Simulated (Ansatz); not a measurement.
Harmonic frequencies (cm⁻¹) at PBE0-D4/def2-TZVP from Ansatz: 62, 133, 269, 276, 368, 500, 583, 659, 769, 873, 1023, 1050, 1116, 1183, 1230, 1351, 1408, 1444, 1466, 1502, 1813, 3021, 3074, 3090, 3218, 3850, 3857.

Each molecule was computed in one conformer, which needn't be the lowest.

(1) Which molecule is it?
A. `CC=C(O)O`
B. `C=[C](F)[InH][CH3]`
C. `COCC=O`
D. `CCC(=O)O`

Answers

(1) A.
